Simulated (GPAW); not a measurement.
## RbBr (Fm-3m): G0W0 on several meshes in GPAW

Aim: the GW shift of RbBr (Fm-3m) against the k mesh.

Method: PBE and many-body steps on it, plane waves, in GPAW 26.7.0.

The database entry behind the starting cell differs from later determinations by our own check (about 0.5 % short), so it need not match the best structure at ambient conditions.

## (1) The starting structure

Symmetry: Fm-3m, No. 225, cubic system. Conventional cell: a = 6.854 Å, b = 6.854 Å, c = 6.854 Å, α = 90.00°, β = 90.00°, γ = 90.00°. Rb has 6 Br at 3.43 Å nearest. Br has 6 Rb at 3.43 Å nearest. Farther neighbours and most contacts between anions are not listed.

As a file:

```cif
data_structure
_symmetry_space_group_name_H-M 'Fm-3m'
_symmetry_Int_Tables_number 225
_cell_length_a 6.8540
_cell_length_b 6.8540
_cell_length_c 6.8540
_cell_angle_alpha 90.000
_cell_angle_beta 90.000
_cell_angle_gamma 90.000
_cell_volume 321.98
loop_
_atom_site_label
_atom_site_type_symbol
_atom_site_symmetry_multiplicity
_atom_site_Wyckoff_symbol
_atom_site_fract_x
_atom_site_fract_y
_atom_site_fract_z
_atom_site_occupancy
Rb1 Rb 4 a 0.00000 0.00000 0.00000 1
Br1 Br 4 b 0.50000 0.00000 0.00000 1
```

The cell and positions come from the Crystallography Open Database and are kept as given unless a step says otherwise.

## (2) Empty states on the mesh, 4×4×4 mesh, 1206 bands

This step: GPAW 26.7.0; DFT, PBE, plane waves, PAW.

The sums over transitions need many empty states on a uniform mesh; this step solves for them.

run.py

```python
import json
import numpy as np
from gpaw.mpi import world
from gpaw import GPAW

calc = GPAW('gs.gpw').fixed_density(kpts={'size': (4, 4, 4), 'gamma': True},
    parallel={'domain': 1, 'band': 1},
    txt='nscf.txt')
calc.diagonalize_full_hamiltonian(nbands=1206)
calc.write('full.gpw', mode='all')
res = {}
kpts = calc.get_ibz_k_points()
res['kpts'] = kpts
res['eigenvalues'] = [calc.get_eigenvalues(kpt=k) for k in range(len(kpts))]
res['n_electrons'] = calc.get_number_of_electrons()

if world.rank == 0:
    with open('result.json', 'w') as f:
        json.dump(res, f, default=lambda x: x.tolist())
```

Started as:

```sh
mpirun -n 8 gpaw python run.py
```

Numbers of over 12 decimals in the logs are rounded to 6 here.

What it wrote:

```text
Diagonalizing LCAO Hamiltonian
Converting LCAO to pw mode
convergence criteria:
- Maximum integral of absolute [eigenst]ate change: 4e-08 eV^2 / valence electron
maximum number of iterations: 100

SCF iterations
|iter     |     time |      energy | eigst |  dens |
|iter:   1|  |             | +1.55 |       |
|iter:   2|  |             | +0.41 |       |
|iter:   3|  |             | -0.35 |       |
[...]
|iter:  14|  |             | -6.77 |       |
|iter:  15|  |             | -7.06 |       |
|iter:  16|  |             | -7.40c|       |
SCF steps: 16
  __  _  _
 | _ |_)|_||  |
 |__||  | ||/\| - 26.7.0

Input parameters:
  mode=PW(ecut=450.000000),
  convergence={'density': 1e-06, 'bands': -3},
  gpts=array([24, 24, 24]),
  kpts=MonkhorstPack(size=(4, 4, 4), gamma=True),
  maxiter=100,
  nbands=15,
  occupations=Occupations(name='fermi-dirac', width=0.001, fixmagmom=False),
  parallel={'domain': 1, 'band': 1},
  xc=XC(name='PBE')
Matrix size: 1807x1807
# Writing to full.gpw (mode='all')
  [... matrices ...]

timing:  # [seconds]
  Total: 7.287  # ━━━━━━━━━━━━━━━━━━━━━━━━━━━━━━━━━━━━━━━━━━━━━━━━━━━━━━━━━━━
```

Run time: 10 s. Hardware: 8 MPI ranks of Arm Neoverse V2, shared host; peak memory 3 GiB.

Numbers from this step:

```yaml
gap: 4.368 eV
k_of_the_valence_top: 0, 0, 0
k_of_the_conduction_bottom: 0, 0, 0
least_direct_gap: 4.368 eV
k_points_computed: 8
lowest_point_of_the_top_converged_band_above_the_valence_top: 340.8849 eV
```

On this mesh the gap is 4.368 eV.

## (3) 4×4×4

G0W0 replaces the xc potential by the self-energy, built once from these orbitals. Only a window of levels is corrected, while the sums run over the empty bands that the input names.

This step: G0W0 on PBE, plane waves, PAW.

run.py

```python
import json
import numpy as np
from gpaw.mpi import world
from gpaw.response.g0w0 import G0W0

gw = G0W0('full.gpw',
    filename='gw',
    kpts=[0],
    bands=(6, 10),
    ecut=105,
    nbands=196,
    integrate_gamma='WS',
    ppa=True)
gw.calculate()
res = {mode: {k: v for k, v in r.items() if k != 'sigma_eskwn'}
       for mode, r in gw.all_results.items()}

if world.rank == 0:
    with open('result.json', 'w') as f:
        json.dump(res, f, default=lambda x: x.tolist())
```

Started as:

```sh
mpirun -n 8 gpaw python run.py
```

What it wrote:

```text
Using integrator: PointIntegrator
FrequencyGridDescriptor(from 0.000+0.000j to 0.000+27.211j eV, 2 points)
Nonperiodic BCs:  [False False False]
Using integrator: PointIntegrator
FrequencyGridDescriptor(from 0.000+0.000j to 0.000+27.211j eV, 2 points)
Nonperiodic BCs:  [False False False]
  ___  _ _ _
 |   || | | |
 | | || | | |
 |__ ||_____|
 |___|

BZ k-points: Symmetries present (total): 48

  [... matrices ...]
64 k-points: 4 x 4 x 4 Monkhorst-Pack grid + [1/8,1/8,1/8]
8 k-points in the irreducible part of the Brillouin zone
       k-points in crystal coordinates                weights
   0:     0.00000000    0.00000000    0.00000000          1/64
   1:     0.25000000    0.25000000    0.00000000          6/64
   2:     0.25000000    0.25000000    0.25000000          8/64
   3:     0.50000000    0.25000000   -0.25000000          6/64
   4:     0.50000000    0.25000000    0.25000000         12/64
   5:     0.50000000    0.50000000    0.00000000          3/64
   6:     0.50000000    0.50000000    0.25000000         24/64
   7:     0.50000000    0.50000000    0.50000000          4/64

Distributing spins, k-points and bands (1 x 1 x 4) over 8 processes
Number of blocks: 1

Quasi particle states:
k-points (IBZ indices): [0]
Band range: (6, 10)
  [... matrices ...]
Computational parameters:
Plane wave cut-off: 105 eV
Number of bands: 196
Coulomb cutoff: None
Broadening: 0.1 eV

fxc modes: GW
Kernel: RPA
Using Godby-Needs plasmon-pole approximation:
  Fitting energy: i*E0, E0 = 1.000 Hartree
Summing all q:

Calculating screened Coulomb potential
No Coulomb truncation
FrequencyGridDescriptor(from 0.000+0.000j to 0.000+27.211j eV, 2 points)
Removing empty qpoint cache files...

Calculating chi0 body with:
    Ground state adapter containing:
    Number of spins: 1
    Number of kpoints: 64
    Number of irreducible kpoints: 8
    Number of completely occupied states: 8
    Number of partially occupied states: 8
    Occupied states memory: 1.6875 M / cpu

    Linear response parametrization:
    q_c: [0.0, 0.0, 0.0]
    Number of frequency points: 2
    Planewave cutoff: 105.0
    Number of bands: 196
    Number of planewaves: 181
    Broadening (eta): 1e-06
    comm.size: 8
    kncomm.size: 8
    blockcomm.size: 1

    Memory estimate of potentially large arrays:
        chi0_wGG: 0.999786 M / cpu
Integrating chi0 body.

Symmetries of q_c:
    Direct symmetries (Uq -> q): 48
    Indirect symmetries (TUq -> q): 0
In total 48 allowed symmetries.

  [... matrices ...]
8 groups of equivalent kpoints. 87.5% reduction.

Integral kind: response function
Integrating chi0 head and wings.

Symmetries of q_c:
    Direct symmetries (Uq -> q): 48
    Indirect symmetries (TUq -> q): 0
In total 48 allowed symmetries.

  [... matrices ...]
8 groups of equivalent kpoints. 87.5% reduction.

Integral kind: response function wings

Calculating chi0 body with:
    Ground state adapter containing:
    Number of spins: 1
    Number of kpoints: 64
    Number of irreducible kpoints: 8
    Number of completely occupied states: 8
    Number of partially occupied states: 8
    Occupied states memory: 1.6875 M / cpu

    Linear response parametrization:
[... the further q-points ...]

Results:
f:      Occupation numbers
eps:     KS-eigenvalues [eV]
vxc:     KS vxc [eV]
exx:     Exact exchange [eV]
sigma:   Self-energies [eV]
dsigma:  Self-energy derivatives
Z:       Renormalization factors
qp:      QP-energies [eV]

k-point 0 (0): (0.000, 0.000, 0.000)                GW
band       f     eps     vxc     exx   sigma  dsigma       Z      qp
                                                                   GW
   6   1.000  -0.082 -15.451 -19.335   1.653  -0.217   0.821  -1.915
   7   1.000  -0.082 -15.451 -19.335   1.653  -0.217   0.821  -1.915
   8   0.000   4.286  -7.670  -4.190  -2.831  -0.142   0.876   4.854
   9   0.000   7.203  -7.950  -3.803  -2.956  -0.146   0.873   8.242
```

Wall time 32 s (8 MPI ranks); peak memory 2.3 GiB.

Numbers from this step:

| Item | Value |
| --- | --- |
| G0W0 gap on the points computed | 6.770 eV |
| least direct G0W0 gap on the computed points | 6.770 eV |
| Z at the valence top | 0.8214 |
| Z at the conduction bottom | 0.8757 |
| starting gap on the mesh | 4.368 eV |
| k of the valence top | 0, 0, 0 |
| k of the conduction bottom | 0, 0, 0 |

The gap on the mesh goes from 4.37 eV to 6.77 eV, a correction of +2.40 eV.

## (4) Empty states on the mesh, 6×6×6 mesh, 206 bands

This step: DFT, PBE, plane waves, PAW.

run.py

```python
import json
import numpy as np
from gpaw.mpi import world
from gpaw import GPAW

calc = GPAW('gs.gpw').fixed_density(kpts={'size': (6, 6, 6), 'gamma': True},
    parallel={'domain': 1, 'band': 1},
    txt='nscf.txt')
calc.diagonalize_full_hamiltonian(nbands=206)
calc.write('full.gpw', mode='all')
res = {}
kpts = calc.get_ibz_k_points()
res['kpts'] = kpts
res['eigenvalues'] = [calc.get_eigenvalues(kpt=k) for k in range(len(kpts))]
res['n_electrons'] = calc.get_number_of_electrons()

if world.rank == 0:
    with open('result.json', 'w') as f:
        json.dump(res, f, default=lambda x: x.tolist())
```

Started as:

```sh
mpirun -n 8 gpaw python run.py
```

What it wrote:

```text
Diagonalizing LCAO Hamiltonian
Converting LCAO to pw mode
convergence criteria:
- Maximum integral of absolute [eigenst]ate change: 4e-08 eV^2 / valence electron
maximum number of iterations: 100

SCF iterations
|iter     |     time |      energy | eigst |  dens |
|iter:   1|  |             | +1.57 |       |
|iter:   2|  |             | +0.29 |       |
|iter:   3|  |             | -0.45 |       |
[...]
|iter:  13|  |             | -6.86 |       |
|iter:  14|  |             | -7.27 |       |
|iter:  15|  |             | -7.54c|       |
SCF steps: 15
  __  _  _
 | _ |_)|_||  |
 |__||  | ||/\| - 26.7.0

Input parameters:
  mode=PW(ecut=450.000000),
  convergence={'density': 1e-06, 'bands': -3},
  gpts=array([24, 24, 24]),
  kpts=MonkhorstPack(size=(6, 6, 6), gamma=True),
  maxiter=100,
  nbands=15,
  occupations=Occupations(name='fermi-dirac', width=0.001, fixmagmom=False),
  parallel={'domain': 1, 'band': 1},
  xc=XC(name='PBE')
Matrix size: 1807x1807
# Writing to full.gpw (mode='all')
  [... matrices ...]

timing:  # [seconds]
  Total: 11.012  # ━━━━━━━━━━━━━━━━━━━━━━━━━━━━━━━━━━━━━━━━━━━━━━━━━━━━━━━━━━
```

The job ended after 15 s (8 MPI ranks; peak memory 3.1 GiB; 1.9 min of CPU time).

Numbers from this step:

```
gap                                                           : 4.368 eV
k of the valence top                                          : 0, 0, 0
k of the conduction bottom                                    : 0, 0, 0
least direct gap                                              : 4.368 eV
k points computed                                             : 16
lowest point of the top converged band, above the valence top : 101.8870 eV
```

On this mesh the gap is 4.368 eV.

## (5) 6×6×6

This step: G0W0 on PBE, plane waves, PAW.

run.py

```python
import json
import numpy as np
from gpaw.mpi import world
from gpaw.response.g0w0 import G0W0

gw = G0W0('full.gpw',
    filename='gw',
    kpts=[0],
    bands=(6, 10),
    ecut=105,
    nbands=196,
    integrate_gamma='WS',
    ppa=True)
gw.calculate()
res = {mode: {k: v for k, v in r.items() if k != 'sigma_eskwn'}
       for mode, r in gw.all_results.items()}

if world.rank == 0:
    with open('result.json', 'w') as f:
        json.dump(res, f, default=lambda x: x.tolist())
```

Started as:

```sh
mpirun -n 8 gpaw python run.py
```

What it wrote:

```text
Using integrator: PointIntegrator
FrequencyGridDescriptor(from 0.000+0.000j to 0.000+27.211j eV, 2 points)
Nonperiodic BCs:  [False False False]
Using integrator: PointIntegrator
FrequencyGridDescriptor(from 0.000+0.000j to 0.000+27.211j eV, 2 points)
Nonperiodic BCs:  [False False False]
  ___  _ _ _
 |   || | | |
 | | || | | |
 |__ ||_____|
 |___|

BZ k-points: Symmetries present (total): 48

  [... matrices ...]
216 k-points: 6 x 6 x 6 Monkhorst-Pack grid + [1/12,1/12,1/12]
16 k-points in the irreducible part of the Brillouin zone
       k-points in crystal coordinates                weights
   0:     0.00000000    0.00000000    0.00000000          1/216
   1:     0.16666667    0.16666667    0.00000000          6/216
   2:     0.16666667    0.16666667    0.16666667          8/216
[...]
9:     0.50000000    0.33333333   -0.16666667         12/216
          ...
  15:     0.50000000    0.50000000    0.50000000          4/216

Distributing spins, k-points and bands (1 x 1 x 4) over 8 processes
Number of blocks: 1

Quasi particle states:
k-points (IBZ indices): [0]
Band range: (6, 10)
  [... matrices ...]
Computational parameters:
Plane wave cut-off: 105 eV
Number of bands: 196
Coulomb cutoff: None
Broadening: 0.1 eV

fxc modes: GW
Kernel: RPA
Using Godby-Needs plasmon-pole approximation:
  Fitting energy: i*E0, E0 = 1.000 Hartree
Summing all q:

Calculating screened Coulomb potential
No Coulomb truncation
FrequencyGridDescriptor(from 0.000+0.000j to 0.000+27.211j eV, 2 points)
Removing empty qpoint cache files...

Calculating chi0 body with:
    Ground state adapter containing:
    Number of spins: 1
    Number of kpoints: 216
    Number of irreducible kpoints: 16
    Number of completely occupied states: 8
    Number of partially occupied states: 8
    Occupied states memory: 1.6875 M / cpu

    Linear response parametrization:
    q_c: [1.3877787807814457e-17, 1.3877787807814457e-17, 1.3877787807814457e-17]
    Number of frequency points: 2
    Planewave cutoff: 105.0
    Number of bands: 196
    Number of planewaves: 181
    Broadening (eta): 1e-06
    comm.size: 8
    kncomm.size: 8
    blockcomm.size: 1

    Memory estimate of potentially large arrays:
        chi0_wGG: 0.999786 M / cpu
Integrating chi0 body.

Symmetries of q_c:
    Direct symmetries (Uq -> q): 48
    Indirect symmetries (TUq -> q): 0
In total 48 allowed symmetries.

  [... matrices ...]
16 groups of equivalent kpoints. 92.592593% reduction.

Integral kind: response function
Integrating chi0 head and wings.

Symmetries of q_c:
    Direct symmetries (Uq -> q): 48
    Indirect symmetries (TUq -> q): 0
In total 48 allowed symmetries.

  [... matrices ...]
16 groups of equivalent kpoints. 92.592593% reduction.

Integral kind: response function wings

Calculating chi0 body with:
    Ground state adapter containing:
    Number of spins: 1
    Number of kpoints: 216
    Number of irreducible kpoints: 16
    Number of completely occupied states: 8
    Number of partially occupied states: 8
[... the further q-points ...]

Results:
f:      Occupation numbers
eps:     KS-eigenvalues [eV]
vxc:     KS vxc [eV]
exx:     Exact exchange [eV]
sigma:   Self-energies [eV]
dsigma:  Self-energy derivatives
Z:       Renormalization factors
qp:      QP-energies [eV]

k-point 0 (0): (0.000, 0.000, 0.000)                GW
band       f     eps     vxc     exx   sigma  dsigma       Z      qp
                                                                   GW
   6   1.000  -0.082 -15.451 -19.331   1.651  -0.219   0.821  -1.912
   7   1.000  -0.082 -15.451 -19.331   1.651  -0.219   0.821  -1.912
   8   0.000   4.286  -7.670  -4.199  -2.824  -0.142   0.876   4.852
   9   0.000   7.203  -7.950  -3.804  -2.954  -0.147   0.872   8.242
```

Elapsed: 2.2 min, on 8 MPI ranks; peak memory 2.4 GiB; 17 min of CPU time.

This step gave:

- G0W0 gap on the points computed: 6.764 eV
- least direct G0W0 gap on the computed points: 6.764 eV
- Z at the valence top: 0.8206
- Z at the conduction bottom: 0.8759
- starting gap on the mesh: 4.368 eV
- k of the valence top: 0, 0, 0
- k of the conduction bottom: 0, 0, 0

Against G0W0 in GPAW (4×4×4 mesh, 196 bands, screening to 105 eV, Godby-Needs plasmon pole), the gap moves by −0.005 eV.

## (6) Side by side

Times are wall times on 8 MPI ranks of Arm Neoverse V2, shared host, good to a factor of about two.

| run | mesh | bands | screening cutoff (eV) | DFT gap (eV) | gap on the mesh (eV) | direct (eV) | time |
| --- | --- | --- | --- | --- | --- | --- | --- |
| 4×4×4 | 4×4×4 | 196 | 105 | 4.368 | 6.770 | 6.770 | 32 s |
| 6×6×6 | 6×6×6 | 196 | 105 | 4.368 | 6.764 | 6.764 | 2.2 min |

## (7) Summary of results

```
4×4×4        : 6.770 eV
6×6×6        : 6.764 eV
known limits : not at the basis limit; no spin-orbit coupling
```

6×6×6: −0.005 eV against 4×4×4. Bands and cutoff are finite, so the gap is not at the basis limit. The miss can reach some tenths of an eV and take either sign; the mesh is an error of its own. These stock PAW sets were not made for GW; the filled d or f shell of Br lies in the frozen core, which bears on start and correction. In the G0W0 runs levels were corrected at 1 k point alone, so a gap called «on the mesh» is the least over those, and an edge elsewhere would be missed. The many-body steps are scalar-relativistic: spin-orbit coupling is not in them.

[Paths, hosts, dates, memory and timing lines, banners, echoed tables and standing remarks are left out of the program output.]

[Logs are printed without paths, hosts, clocks, repeated set-up lines and the standing remarks that a program may print on its own settings, such as how far it seeks lower states.]

[Runs of the session that timed out or met a known fault of the program may be left out.]

[Hosts, paths, dates, database ids (printed as entryN), source tags and the programs' standing remarks are cut or masked in the printed files.]
